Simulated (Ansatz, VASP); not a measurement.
# One calculation of Cl, two programs

The input INCAR:

```
SYSTEM = Cl
PREC = Accurate ; ENCUT = 520
EDIFF = 1E-7 ; ISMEAR = -1
SIGMA = 0.05 ; LREAL = .False.
LASPH = .True. ; NELM = 100
ALGO = Normal ; ISIF = 2
LWAVE = .False. ; LCHARG = .False.
GGA = PS ; NBANDS = 22
```

The input KPOINTS:

```
Automatic mesh
0
Gamma
  7 7 4
  0 0 0
```

File POSCAR:

```
Cl
1.0
    3.1024947895     -2.2195908669      0.0000000000
    3.1024947895      2.2195908669      0.0000000000
    0.0000000000      0.0000000000      8.0990404521
Cl
4
Direct
    0.3700000000      0.6300000000      0.4000000000
    0.1300000000      0.8700000000      0.9000000000
    0.6300000000      0.3700000000      0.6000000000
    0.8700000000      0.1300000000      0.1000000000
```

The input input.yaml:

```yaml
crystal:
  lattice:
    - [3.1024947895, -2.2195908669, 0.0]
    - [3.1024947895, 2.2195908669, 0.0]
    - [0.0, 0.0, 8.0990404521]
  atoms:
    - { symbol: Cl, position: [0.37, 0.63, 0.4] }
    - { symbol: Cl, position: [0.13, 0.87, 0.9] }
    - { symbol: Cl, position: [0.63, 0.37, 0.6] }
    - { symbol: Cl, position: [0.87, 0.13, 0.1] }
hamiltonian:
  xc: pbesol
  pseudopotentials: { kind: paw }
kpoints:
  mp_grid: { grid: [7, 7, 4] }
scf:
  occupations: { method: fermi_dirac, width: 0.05 }
output:
  forces: true
  stress: true
  eigenvalues: true
```

Change from the starting cell: volume scaled by 0.96.

Alike in both runs: task single point; functional PBEsol; k mesh 7 × 7 × 4; occupations fermi-dirac, width 0.05 eV; no spin polarisation.

|  | VASP | Ansatz |
| --- | --- | --- |
| version | VASP 6.6.1 | Ansatz 0.2.0 |
| potentials or method | VASP PAW PBE potentials, release 64 (Cl) | Ansatz PAW |
| plane-wave cutoff (eV) | 520 | 420 |
| valence electrons in the cell | 28 | 28 |

Ansatz gave:

| Property | Result |
| --- | --- |
| gap on the k mesh at the Fermi level (eV) | 2.58 |
| least direct gap on the mesh (eV) | 2.64 |
| pressure (GPa) | 0.3 |
| largest component of the traceless stress (GPa) | 0.27 |
| rms of the force components (eV/Å) | 0.219 |

**Question.** Estimate VASP's values.

**Answer.** gap on the k mesh at the Fermi level (eV): 2.63; least direct gap on the mesh (eV): 2.69; pressure (GPa): -0.1; largest component of the traceless stress (GPa): 0.37; rms of the force components (eV/Å): 0.124.

Atom by atom the forces differ by 0.100 eV/Å (rms over components).

Caveats: the PAW data sets were made with another functional, which shifts forces and pressure a little (VASP); an odd mesh through Γ misses points on the zone boundary, where band edges often lie (VASP); odd divisions of the mesh miss points on the zone boundary, where band edges often lie, so the gap on the mesh can be too wide (Ansatz); the PAW data sets come from PBE, with cores solved anew for the run's functional, which leaves a small shift of forces and pressure (Ansatz).
